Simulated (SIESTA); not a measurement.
A run of SIESTA 5.4.2 is set up as follows.

File Cl.fdf:

```
SystemName                      Cl
SystemLabel                     Cl
NumberOfSpecies                 1
NumberOfAtoms                   4
%block ChemicalSpeciesLabel
  1  17 Cl
%endblock ChemicalSpeciesLabel

LatticeConstant                 1.0 Ang
%block LatticeVectors
     3.1450000000    -2.2500000000     0.0000000000
     3.1450000000     2.2500000000     0.0000000000
     0.0000000000     0.0000000000     8.2100000000
%endblock LatticeVectors
AtomicCoordinatesFormat         Fractional
%block AtomicCoordinatesAndAtomicSpecies
     0.3700000000     0.6300000000     0.4000000000  1  Cl
     0.1300000000     0.8700000000     0.9000000000  1  Cl
     0.6300000000     0.3700000000     0.6000000000  1  Cl
     0.8700000000     0.1300000000     0.1000000000  1  Cl
%endblock AtomicCoordinatesAndAtomicSpecies

%block kgrid.MonkhorstPack
    7   0   0  0.0
    0   7   0  0.0
    0   0   4  0.0
%endblock kgrid.MonkhorstPack
XC.Functional                   GGA
XC.Authors                      PBEsol
PAO.BasisSize                   DZP
PAO.EnergyShift                 0.003 Ry
Mesh.Cutoff                     800 Ry
OccupationFunction              FD
ElectronicTemperature           0.05 eV
MaxSCFIterations                120
SCF.MustConverge                false
SCF.Mixer.Method                Pulay
SCF.Mixer.Weight                0.25
SCF.Mixer.History               8
SCF.DM.Tolerance                5.0e-05
SCF.H.Tolerance                 1.0e-03 eV
WriteForces                     true
Charge.Mulliken                 end
BandLinesScale                  ReciprocalLatticeVectors
%block BandLines
    1    0.000000   0.000000   0.000000  \Gamma
   11    0.377957  -0.377957   0.000000  X
    7    0.000000  -0.500000   0.000000  S
    4    0.000000  -0.500000  -0.500000  R
    7    0.377957  -0.377957  -0.500000  A
   11    0.000000   0.000000  -0.500000  Z
    4    0.000000   0.000000   0.000000  \Gamma
   11   -0.500000  -0.500000   0.000000  Y
    4   -0.377957  -0.622043   0.000000  X1
    4   -0.377957  -0.622043  -0.500000  A1
    4   -0.500000  -0.500000  -0.500000  T
    4   -0.500000  -0.500000   0.000000  Y
    1    0.000000   0.000000  -0.500000  Z
   11   -0.500000  -0.500000  -0.500000  T
%endblock BandLines
```

Potentials or basis: PseudoDojo 0.4 standard (PBEsol files), DZP (energy shift 0.003 Ry).

Launch:

```sh
$ siesta < Cl.fdf > Cl.out 2>&1
```

Estimate the band gap on the k mesh.

2.40 eV, indirect (least direct gap 2.43 eV).

What does it give for the largest force?

0.518 eV/Å.

What does it give for the pressure?

-0.8 GPa.

What does it give for the band gap along the path?

2.40 eV, indirect (least direct gap 2.42 eV).

Stress tensor (GPa, compression positive):
```
-0.94  0.00  0.00
 0.00 -1.04  0.00
 0.00  0.00 -0.49
```

Caveat: the basis of atomic orbitals isn't converged, which shifts pressures, moduli and gaps. Expect the measured gap to be larger: semilocal functionals such as PBEsol lack the derivative discontinuity.
